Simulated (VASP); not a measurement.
Set up this calculation in VASP 6.6.1, as the native input.

```yaml
Task: single point
Functional: PBE
Potentials_or_basis: VASP PAW PBE potentials, release 64 (Cd)
Cutoff: 520 eV
k_mesh: 9 × 9 × 9
Occupations: fermi-dirac, width 0.15 eV
Spin: no spin polarisation
Dipole_correction: no
Further_INCAR_settings: ALGO = Normal; EDIFF = 1e-06; NBANDS = 12
```

The structure of Cd lies in POSCAR:

```
Cd
1.0
    0.0332722500      2.2181500000      2.2181500000
    2.2181500000      0.0332722500      2.2181500000
    2.2514222500      2.2514222500      0.0000000000
Cd
1
Direct
    0.0000000000      0.0000000000      0.0000000000
```

This isn't the form of Cd at room conditions, which is hcp.

These files were run (other wordings do the same):

INCAR

```
SYSTEM = Cd
PREC = Accurate
ENCUT = 520
EDIFF = 1E-6
ISMEAR = -1
SIGMA = 0.15
LREAL = .False.
LASPH = .True.
NELM = 100
ALGO = Normal
ISIF = 2
LWAVE = .False.
LCHARG = .False.
GGA = PE
NBANDS = 12
```

KPOINTS

```
Automatic mesh
0
Gamma
  9 9 9
  0 0 0
```

Potentials or basis: VASP PAW PBE potentials, release 64 (Cd).

The run is started by

```bash
$ cat potpaw_PBE.64/Cd/POTCAR > POTCAR
$ mpirun -np 1 vasp_std > vasp.out
```

It gave:

```json
{
 "Pressure": "2.7 GPa",
 "Band gap on the k mesh": "none (metal or under the smearing width)"
}
```

Run time: 12 s on 1 thread of Intel(R) Xeon(R) Platinum 8488C (Sapphire Rapids), with other jobs on the host, peak memory 0.15 GiB.
